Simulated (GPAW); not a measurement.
Set up this calculation in GPAW 26.7.0, as an ASE script.

- Task: dielectric tensor
- Functional: PBE
- Potentials or basis: GPAW PAW data sets (gpaw-data 1.2.1)
- Cutoff: 600 eV
- Basis: pw
- k mesh: 9 × 9 × 9
- Occupations: fermi-dirac, width 0.001 eV
- Spin: no spin polarisation
- Response ecut: 80 eV
- Maxiter: 150
- Response k mesh: 27 × 27 × 27
- Response bands: 28
- Kernels: ["RPA", "LR0.3", "Bootstrap"]
- Coarser k mesh: 19 × 19 × 19

The system is MgO.

```
Mg O
1.0
     0.00000    2.09700    2.09700
     2.09700    0.00000    2.09700
     2.09700    2.09700    0.00000
Mg O
1 1
Direct
  0.00000 0.00000 0.00000
  0.50000 0.50000 0.50000
```

The cell is a database's computed one.

One way to write it, as run:

run.py

```python
import numpy as np
from ase import Atoms
from ase.dft.bandgap import bandgap
from ase.io import write
from gpaw import GPAW, PW
from gpaw.response.df import DielectricFunction

atoms = Atoms(['Mg', 'O'],
              cell=[[0.0, 2.0970013927, 2.0970013927],
                    [2.0970013927, 0.0, 2.0970013927],
                    [2.0970013927, 2.0970013927, 0.0]],
              scaled_positions=[[0.0, 0.0, 0.0],
                                [0.5, 0.5, 0.5]],
              pbc=True)

calc = GPAW(mode=PW(600),
            xc='PBE',
            kpts={'size': (9, 9, 9), 'gamma': True},
            occupations={'name': 'fermi-dirac', 'width': 0.001},
            nbands=16,
            convergence={'density': 1e-06},
            maxiter=150,
            txt='gpaw.txt')
atoms.calc = calc
energy = atoms.get_potential_energy()
calc.write('gs.gpw')
write('result.traj', atoms)
print(f'Energy: {energy:.6f} eV')
print('Fermi level:', round(calc.get_fermi_level(), 4), 'eV')
print(f'Gap: {bandgap(calc)[0]:.4f} eV, direct: {bandgap(calc, direct=True)[0]:.4f} eV')

for size in [(19, 19, 19), (27, 27, 27)]:
    name = 'x'.join(str(n) for n in size)
    dense = calc.fixed_density(kpts={'size': size, 'gamma': True},
                               nbands=34, convergence={'bands': 28, 'eigenstates': 1e-7},
                               update_fermi_level=True, txt=f'dense-{name}.txt')
    dense.write(f'{name}.gpw', mode='all')
    df = DielectricFunction(f'{name}.gpw', frequencies=np.array([0.0]), hilbert=False, eta=0.001,
                            ecut=80, nbands=28, intraband=False, txt=f'df-{name}.txt')
    for xc in ['RPA', 'LR0.3', 'Bootstrap']:
        for direction in ['x', 'y', 'z', [0, 1, 1], [1, 0, 1], [1, 1, 0]]:
            e0, e = df.get_macroscopic_dielectric_constant(xc=xc, direction=direction)
            print(f'{name} {xc} {direction}: {e0:.4f} without, {e:.4f} with local fields')
```

Potentials or basis: GPAW PAW data sets (gpaw-data 1.2.1), pw.

Run with:

```bash
$ OMP_NUM_THREADS=1 python run.py
```

Results of the run:

```yaml
Band_gap_on_the_k_mesh: 4.89 eV, direct
Electronic_dielectric_tensor_diagonal: 3.01
```

Caveat: the long-wavelength limit can be off by a per cent or two; an odd mesh through Γ misses points on the zone boundary, where band edges often lie.

It took 6.7 min on 1 thread of Arm Neoverse V2, on a shared host, peak memory 0.63 GiB.
